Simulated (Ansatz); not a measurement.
TiTe: computed properties

Theory: DFT r2SCAN, scalar-relativistic, plane waves, PAW (Ansatz 0.2.0).

Plane waves to 500 eV, a k mesh through Γ of 12×12×8 on the computed 4-atom cell and Gaussian smearing (0.10 eV); no spin polarisation.

The structure is relaxed at this level of theory with its symmetry kept. Whether it is the stable form of this composition wasn't checked.

```cif
data_structure
_symmetry_space_group_name_H-M 'P 1'
_symmetry_Int_Tables_number 1
_cell_length_a 3.7067
_cell_length_b 3.7067
_cell_length_c 7.1751
_cell_angle_alpha 90.000
_cell_angle_beta 90.000
_cell_angle_gamma 120.000
_cell_volume 85.38
loop_
_atom_site_label
_atom_site_type_symbol
_atom_site_fract_x
_atom_site_fract_y
_atom_site_fract_z
_atom_site_occupancy
Ti1 Ti 0.00000 0.00000 0.00000 1
Ti2 Ti 0.00000 0.00000 0.50000 1
Te1 Te 0.33333 0.66667 0.25000 1
Te2 Te 0.66667 0.33333 0.75000 1
```

Question: Formation energy from the elements' standard states (uncorrected)?

Answer: -0.690 eV/atom.

Question: Density of states at the Fermi level?

Answer: 4.07 states/eV per cell.

Question: Löwdin character within 0.5 eV of the Fermi level?

Answer: Ti 3d 92 %, unprojected 4 %.

Question: Bulk modulus?

Answer: 86 GPa.

Question: Its pressure derivative?

Answer: 4.5.

Question: Bader charges (e)?

Answer: Ti (2 in the cell) 1.28, Te (2 in the cell) -1.28.

Spin-orbit coupling is left out, which matters for the bands of heavy elements.

Cost: 6 runs of about 18 core-minutes in all, on Arm Neoverse V1 (shared hosts).